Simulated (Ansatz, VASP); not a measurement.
This is a calculation of ZnS (Wurtzite-4H) for VASP 6.6.1. 

INCAR

```
SYSTEM = ZnS
PREC = Accurate
ENCUT = 600
EDIFF = 1E-6
ISMEAR = -1
SIGMA = 0.05
LREAL = .FALSE.
LASPH = .TRUE.
NELM = 100
ALGO = Fast
ISIF = 3
LWAVE = .FALSE.
LCHARG = .FALSE.
GGA = RP
IVDW = 12
IBRION = 2
NSW = 40
EDIFFG = -0.02
```

Contents of KPOINTS:

```
regular mesh
0
G
  8 8 3
  0 0 0
```

The input POSCAR:

```
ZnS
1.0
    3.8227000000      0.0000000000      0.0000000000
   -1.9113500000      3.3105553110      0.0000000000
    0.0000000000      0.0000000000     12.5200000000
Zn S
4 4
Direct
    0.6666666667      0.3333333333      0.7500000000
    0.3333333333      0.6666666667      0.2500000000
    0.0000000000      0.0000000000      0.5000000000
    0.0000000000      0.0000000000      0.0000000000
    0.6666666667      0.3333333333      0.9375000000
    0.3333333333      0.6666666667      0.4375000000
    0.0000000000      0.0000000000      0.6875000000
    0.0000000000      0.0000000000      0.1875000000
```

Potentials or basis: VASP PAW PBE potentials, release 64 (Zn, S).

Command:

```console
$ cat potpaw_PBE.64/Zn/POTCAR potpaw_PBE.64/S/POTCAR > POTCAR
$ mpirun -np 1 vasp_std > vasp.out
```

Question: What does the same run look like in Ansatz 0.2.0? Potentials or basis there: Ansatz PAW, cutoff 420 eV.

Answer: As run (cutoffs and basis follow the program's own potentials, and thresholds, step limits or extra output files can differ):

File input.yaml:

```yaml
crystal:
  lattice:
    - [3.8227, 0.0, 0.0]
    - [-1.91135, 3.310555311, 0.0]
    - [0.0, 0.0, 12.52]
  atoms:
    - { symbol: Zn, position: [0.6666666667, 0.3333333333, 0.75] }
    - { symbol: Zn, position: [0.3333333333, 0.6666666667, 0.25] }
    - { symbol: Zn, position: [0.0, 0.0, 0.5] }
    - { symbol: Zn, position: [0.0, 0.0, 0.0] }
    - { symbol: S, position: [0.6666666667, 0.3333333333, 0.9375] }
    - { symbol: S, position: [0.3333333333, 0.6666666667, 0.4375] }
    - { symbol: S, position: [0.0, 0.0, 0.6875] }
    - { symbol: S, position: [0.0, 0.0, 0.1875] }
hamiltonian:
  xc: rpbe
  pseudopotentials: { kind: paw }
  dispersion: d3bj
kpoints:
  mp_grid: { grid: [8, 8, 3] }
scf:
  occupations: { method: fermi_dirac, width: 0.05 }
output:
  forces: true
  stress: true
  eigenvalues: true
relax:
  f_tol: 0.01
  max_steps: 40
  cell: { stress_tol: 0.05 }
```

Potentials or basis: Ansatz PAW.

Run with:

```console
$ ansatz run input.yaml --threads 4 --pin off --max-ram 11264MiB --backend cpu --events-out ev --progress --plain --runs-dir out
```

Both were run:

|  | VASP | Ansatz |
| --- | --- | --- |
| Relaxed volume | 18.19 Å³/atom | 18.13 Å³/atom |
| Relaxed cell | a = 3.718 Å, b = 3.718 Å, c = 12.156 Å, α = 90.00°, β = 90.00°, γ = 120.00° | a = 3.713 Å, b = 3.713 Å, c = 12.144 Å, α = 90.00°, β = 90.00°, γ = 120.00° |
| Space group after relaxing | P6_3mc (No. 186) | P6_3mc (No. 186) |
| Pressure after relaxing | -0.1 GPa | 0.0 GPa |

Ansatz's pressure holds a Pulay term of +0.10 GPa for its cutoff of 420 eV, which the other run lacks.

VASP's potentials were made for PBE. Ansatz's potentials were made for PBE.

Where Ansatz's input types no cutoff or centring, it takes its own default and a Γ-centred mesh.

Pressure is positive in compression.
